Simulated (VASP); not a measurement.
A run of VASP 6.6.1 is set up as follows.

File INCAR:

```
PREC     = Accurate       # precision mode
ENCUT    = 520            # plane-wave cutoff, eV
EDIFF    = 1E-7           # SCF threshold, eV
ISMEAR   = -1             # smearing method
SIGMA    = 0.02           # smearing width, eV
LREAL    = Auto         
LASPH    = T              # aspherical terms in the spheres
NELM     = 100            # most SCF steps
ALGO     = Normal         # electronic algorithm
ISIF     = 2              # what is computed and relaxed
LWAVE    = F              # write WAVECAR
LCHARG   = F              # write CHGCAR
GGA      = PE             # functional
IVDW     = 12             # dispersion correction
NBANDS   = 69             # bands
```

KPOINTS

```
regular mesh
0
Gamma
  1 1 1
```

The input POSCAR:

```
H22CO11
1.0
    7.1203670000      0.0000000000      0.0000000000
    0.0000000000      7.1203670000      0.0000000000
    0.0000000000      0.0000000000      7.1203670000
O H C
11 22 1
Direct
    0.2002424875      0.8850807831      0.9842751083
    0.2300864548      0.4312418166      0.9640233432
    0.3306992463      0.3212053536      0.4552153000
    0.4569989159      0.1417483116     -0.0462054835
   -0.0057300417      0.0745326751      0.7416892978
    0.9413278838      0.5578364149      0.8237075420
    0.8889429435      0.0919475078      0.0758668760
    0.6694598748      0.6140413830      0.4986119395
    0.6408517988      0.0060390146      0.5902785629
    0.5100158461      0.6520871747      0.1378861511
    0.0121201618      0.8827073099      0.4554119191
    0.1822658860      1.0079677073      0.9291234567
    0.0971298249      0.8173314662      0.9128040732
    0.2110144042      0.3439289014      1.0806746338
    0.3256011944      0.3476646639      0.9004872923
    0.3771575257      0.3110373384      0.3306149809
    0.4594004775      0.2784407040      0.4957609629
    0.5506598185      0.0838018602     -0.1246284075
    0.4164392088      0.0890543985      0.0704879397
    0.0476099055      0.1950180377      0.7247941012
   -0.0779875532      0.0962450391      0.8562901322
    1.0404098553      0.5591846600      0.9242501124
    0.8261512363      0.5510249682      0.8631718000
    0.9800337539     -0.0073451270      0.1167636443
    0.7668144072      0.1066377618      0.1502871973
    0.5980871492      0.5794504693      0.5990562003
    0.6008538605      0.5590582620      0.3997125429
    0.6248132997     -0.1292910885      0.5313068835
    0.7566463920      0.0040868680      0.6401074551
    0.5964580196      0.7080955237      0.0307568416
    0.4001479137      0.6001516495      0.0835490643
    0.2082055602      0.9520717120      0.3000688026
    0.3075262834      0.9315811952      0.5177542113
    0.1740921500      0.9546137158      0.4495554794
```

Potentials or basis: VASP PAW PBE potentials, release 64 (O, H, C).

Run with:

```bash
$ cat potpaw_PBE.64/O/POTCAR potpaw_PBE.64/H/POTCAR potpaw_PBE.64/C/POTCAR > POTCAR
$ mpirun -np 1 vasp_gam > vasp.out
```

What does it give for the dispersion energy per atom?

-0.034 eV.

Predict the pressure.

2.7 GPa.

Estimate the largest force.

7.713 eV/Å.

Forces on the atoms (eV/Å):
```
O   -1.604 -1.517 -0.120
O    1.102 -2.450  2.485
O    1.866 -0.503  1.076
O   -0.213  2.288 -0.416
O   -0.345 -0.341 -0.024
O    7.263  1.156 -2.326
O   -1.602  0.360  1.176
O    2.370  1.555 -1.325
O   -5.632 -1.933 -2.665
O    3.675  1.722 -0.884
O    1.811  1.056  1.378
H    0.203  0.282 -0.708
H    1.140  0.392  0.541
H   -0.219  1.830 -1.966
H   -0.462  0.523  0.235
H   -0.620  0.383 -2.177
H   -1.011 -0.109  1.248
H    0.197 -1.052 -0.082
H    0.492 -1.305  0.167
H    0.538  1.615 -0.702
H   -0.320 -0.014  0.818
H   -1.260 -0.716 -0.826
H   -6.746 -0.428  2.865
H   -1.085  0.398  0.384
H    2.281 -0.729 -0.630
H   -1.869 -0.951  3.302
H   -0.751 -0.232 -2.036
H    0.592  2.012  0.978
H    5.150  0.036  1.550
H   -2.198 -1.279  2.226
H   -1.338 -0.431 -1.277
H    0.795  1.677 -0.987
H   -0.118  0.377  2.354
C   -2.083 -3.670 -3.634
```
